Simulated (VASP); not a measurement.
**GaN in VASP 6.6.1, single-point calculation**

INCAR

```
LREAL = .FALSE.
NELM = 120
EDIFF = 1E-7
LASPH = .TRUE.
ENCUT = 520
NSW = 0
IBRION = -1
PREC = Accurate
SIGMA = 0.02
ISIF = 2
NBANDS = 16
LCHARG = .FALSE.
GGA = PE
LWAVE = .FALSE.
ISYM = -1
ISMEAR = -1
NELMDL = -8
```

KPOINTS

```
KPOINTS created by Atomic Simulation Environment
0
Monkhorst-Pack
4 4 4
0 0 0
```

POSCAR

```
Ga N
 1.0000000000000000
     0.0171492587000000    2.1256646741999998    2.1256646741999998
     2.1256646741999998    0.0171492587000000    2.1256646741999998
     2.1256646741999998    2.1256646741999998    0.0171492587000000
 Ga  N
   1   1
Cartesian
  0.0000000000000000  0.0000000000000000  0.0000000000000000
  2.1342393035500002  2.1342393035500002  2.1342393035500002
```

The recommended PBE PAW datasets give the neutral cell 18 valence electrons.

Command

```
mpirun -np 1 vasp_std
```

Task: Predict the outcome of this run.

Result: It converged. Results: gap between bands v and c on the k mesh 1.81 eV; least direct gap on the k mesh 3.92 eV; pressure 6.1 GPa. Band v is the last that the valence electrons fill when counted band by band, and c is the next.

OSZICAR

```
N       E                     dE             d eps       ncg     rms          rms(c)
DAV:   1     0.748482448614E+02    0.74848E+02   -0.93322E+03  2360   0.212E+03
DAV:   2    -0.842168320115E+01   -0.83270E+02   -0.77193E+02  2352   0.321E+02
DAV:   3    -0.129725925890E+02   -0.45509E+01   -0.45340E+01  2384   0.643E+01
DAV:   4    -0.130112826129E+02   -0.38690E-01   -0.38685E-01  2504   0.623E+00
DAV:   5    -0.130117514879E+02   -0.46888E-03   -0.46887E-03  2488   0.624E-01
DAV:   6    -0.130117646393E+02   -0.13151E-04   -0.13151E-04  2600   0.951E-02
DAV:   7    -0.130117650610E+02   -0.42174E-06   -0.42173E-06  2504   0.152E-02
DAV:   8    -0.130117650768E+02   -0.15726E-07   -0.15737E-07  2248   0.288E-03    0.734E+00
DAV:   9    -0.112142309306E+02    0.17975E+01   -0.43453E+00  3016   0.397E+01    0.238E+00
DAV:  10    -0.112060976860E+02    0.81332E-02   -0.22570E-01  2560   0.514E+00    0.158E+00
DAV:  11    -0.111931398416E+02    0.12958E-01   -0.33206E-02  2280   0.214E+00    0.547E-01
DAV:  12    -0.111911522410E+02    0.19876E-02   -0.65819E-03  2464   0.186E+00    0.115E-01
DAV:  13    -0.111911894338E+02   -0.37193E-04   -0.52638E-04  2320   0.258E-01    0.205E-02
DAV:  14    -0.111911827965E+02    0.66373E-05   -0.35486E-05  2888   0.663E-02    0.867E-03
DAV:  15    -0.111911843480E+02   -0.15516E-05   -0.22131E-06  2528   0.272E-02    0.414E-03
DAV:  16    -0.111911842326E+02    0.11540E-06   -0.22902E-07  2136   0.441E-03    0.859E-04
DAV:  17    -0.111911841927E+02    0.39917E-07   -0.10819E-08  1448   0.997E-04
   1 F= -.11191184E+02 E0= -.11191184E+02  d E =-.260629E-13
```

These settings aren't sound, so the numbers aren't properties of the crystal. The shifted mesh misses Γ, so a band edge there is missed.

On sound settings PBE gives a gap of 0.55 eV on its mesh and a pressure of 6.1 GPa for the intended cell.
